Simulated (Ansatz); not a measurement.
# AlN: response to strain

Aim: deform AlN (zz strain of +2 %) and compute stress, forces and field gradients with LAPW, PAW and all-electron datasets made for the crystal.

Method: DFT PBEsol, scalar-relativistic, in Ansatz 0.2.0.

**1. Starting point**

The structure is hexagonal, space group P6_3mc (No. 186). Conventional cell: a = 3.111 Å, b = 3.111 Å, c = 4.978 Å, α = 90.00°, β = 90.00°, γ = 120.00°. Al (site symmetry 3m) is surrounded by 4 N at 1.89 to 1.92 Å. Around N (site symmetry 3m) lie 4 Al at 1.89 to 1.92 Å.

Structure file:

```
CELL_PARAMETERS angstrom
3.11100 0.00000 0.00000
-1.55550 2.69421 0.00000
0.00000 0.00000 4.97800
ATOMIC_POSITIONS crystal
Al 0.33333 0.66667 0.00000
Al 0.66667 0.33333 0.50000
N 0.33333 0.66667 0.38500
N 0.66667 0.33333 0.88500
```

Atoms are numbered in the order of the input: Al1, Al2, N3, N4.

**2. The deformed structure**

Space group P6_3mc before, P6_3mc after.

**3. All-electron LAPW**

The input, input.yaml:

```yaml
crystal:
  lattice:
    - [3.1110021516, 0.0, 0.0]
    - [-1.5555010758, 2.6942068945, 0.0]
    - [0.0, 0.0, 5.07756]
  atoms:
    - { symbol: Al, position: [0.3333333333, 0.6666666667, 0.0] }
    - { symbol: Al, position: [0.6666666667, 0.3333333333, 0.5] }
    - { symbol: "N", position: [0.3333333333, 0.6666666667, 0.385] }
    - { symbol: "N", position: [0.6666666667, 0.3333333333, 0.885] }
kpoints:
  mp_grid: { grid: [10, 10, 6] }
  band_path:
    path:
      - [0.0, 0.0, 0.0]
      - [0.5, 0.0, 0.0]
      - [0.3333333333, 0.3333333333, 0.0]
      - [0.0, 0.0, 0.0]
      - [0.0, 0.0, 0.5]
      - [0.5, 0.0, 0.5]
      - [0.3333333333, 0.3333333333, 0.5]
      - [0.0, 0.0, 0.5]
      - [0.5, 0.0, 0.5]
    npoints: 5
scf:
  occupations: { method: fermi_dirac, width: 0.03 }
hamiltonian:
  xc: pbesol
  pseudopotentials: { kind: all_electron, lapw: { basis_error: 0.001 } }
output:
  forces: true
  stress: true
  eigenvalues: true
```

Command:

```bash
> ansatz run input.yaml --threads 1 --pin off --max-ram 4096MiB --backend cpu --events-out ev --progress --plain --runs-dir out
```

**4. PAW with frozen cores**

The input, input.yaml:

```yaml
crystal:
  lattice:
    - [3.1110021516, 0.0, 0.0]
    - [-1.5555010758, 2.6942068945, 0.0]
    - [0.0, 0.0, 5.07756]
  atoms:
    - { symbol: Al, position: [0.3333333333, 0.6666666667, 0.0] }
    - { symbol: Al, position: [0.6666666667, 0.3333333333, 0.5] }
    - { symbol: "N", position: [0.3333333333, 0.6666666667, 0.385] }
    - { symbol: "N", position: [0.6666666667, 0.3333333333, 0.885] }
kpoints:
  mp_grid: { grid: [10, 10, 6] }
scf:
  occupations: { method: fermi_dirac, width: 0.03 }
hamiltonian:
  xc: pbesol
  pseudopotentials: { kind: paw }
output:
  forces: true
  stress: true
  eigenvalues: true
  efg: { contact_densities: true }
```

**5. All-electron PAW on datasets made for the crystal**

input.yaml, as its differences from that of step 4:

```diff
@@ -16,3 +16,3 @@
   xc: pbesol
-  pseudopotentials: { kind: paw }
+  pseudopotentials: { kind: all_electron, datasets: crystal }
 output:
```

(Steps that only read results are left out.)

Q: Predict the outcome of this session. Wanted: pressure; largest shear or deviatoric stress.

As calculated:

```
                                 quantity                                              value
                                 pressure  LAPW -3.05, PAW -2.92, crystal datasets -3.05 GPa
largest shear or deviatoric stress (LAPW)                                           5.69 GPa
```

In words: The largest part of the stress beyond the pressure is 5.69 GPa in size, in the zz component; the atoms are carried along and not relaxed. No run of the undeformed cell stands beside it, so the pressure holds what the given cell had before the change. PAW: stress within 0.14 GPa of LAPW, forces within 1 meV/Å. Crystal datasets: stress within 0.01 GPa of LAPW, forces within 1 meV/Å.
